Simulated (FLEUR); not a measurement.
HfB2: equation of state with r2SCAN

The system is HfB2.

```
Hf B
1.0
     3.14000    0.00000    0.00000
    -1.57000    2.71932    0.00000
     0.00000    0.00000    3.48000
Hf B
1 2
Direct
  0.00000 0.00000 0.00000
  0.66667 0.33333 0.50000
  0.33333 0.66667 0.50000
```

| Quantity | Value |
| --- | --- |
| Program | FLEUR MaX-R8.1 (later development tree) |
| Task | equation of state |
| Functional | r2SCAN |
| Potentials or basis | all-electron |
| Basis | FLAPW |
| Kmax | 4.68 1/bohr |
| k mesh | 10 × 10 × 8 |
| Occupations | fermi-dirac, width 0.05 eV |
| Spin | no spin polarisation |

| Item | Value |
| --- | --- |
| Equilibrium volume | 9.88 Å³/atom |
| Bulk modulus at fixed shape and positions | 258 GPa |

Energy against volume, from the lowest point:
```
volume (Å³/atom)  energy (meV/atom)
           9.311              29.24
           9.509              12.04
           9.905               0.00
          10.301              13.29
          10.499              28.01
```

Caveat: the meta-GGA is that of a development version, with a GGA for the radial functions and cores and without core tails; the cell was scaled at fixed shape and fractional positions, which overstates the stiffness of a crystal with free parameters, most of all of layers and chains. Spin-orbit coupling is left out, which matters for the levels of Hf.
